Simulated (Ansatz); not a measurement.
The parent structure is RuO₂ in the rutile structure (space group P4_2/mnm, No. 136; a = 4.480 Å, c = 3.107 Å). Axes: x, y, z lie along a, b, c of the conventional cell.

Structures relaxed with r2SCAN, PAW, 500 eV (Ansatz, a quantum-chemistry and plane-wave program; no spin-orbit coupling).

Base:

Simulated powder pattern, Cu Kα1, λ = 1.54056 Å (kinematic, ideal powder, no thermal factors, no anomalous dispersion; the 10 strongest lines at most, above 2 %, up to 2θ = 90°):

```csv
2θ (°),I/Imax (%),hkl
28.15,100,(110)
35.12,81,(101)
40.23,20,(200)
54.45,63,(211)
58.20,15,(220)
65.87,13,(310)
67.04,15,(112)
69.82,19,(301)
83.78,11,(321)
87.98,9.1,(222)
```

After one change:

Simulated powder pattern, Cu Kα1, λ = 1.54056 Å (kinematic, ideal powder, no thermal factors, no anomalous dispersion; the 10 strongest lines at most, above 2 %, up to 2θ = 90°):

```csv
2θ (°),I/Imax (%)
27.96,100
34.88,81
39.95,20
54.06,64
57.77,15
65.38,13
66.54,15
69.29,19
83.09,11
87.25,9.0
```

Problem. Which of these changes matches the shifts?
A. isotropic strain +0.67 %
B. strain tensor (xx, yy, zz, yz, xz, xy) = (+0.08, −1.96, −0.21, −0.66, −0.11, +1.36) %
C. isotropic strain −0.17 %
D. tensor shear ε_xy = +0.63 %

Solution. A, isotropic strain +0.67 %. Its volume per atom is 10.60 Å³ against 10.39 Å³, and its space group is P4_2/mnm (No. 136).

Stability against distortions was not tested. Starting moments died away, wholly or in part, for the base; another magnetic solution may exist. No Hubbard U is applied, and correlation can decide whether such a compound is a metal. The final runs are not spin-polarised.
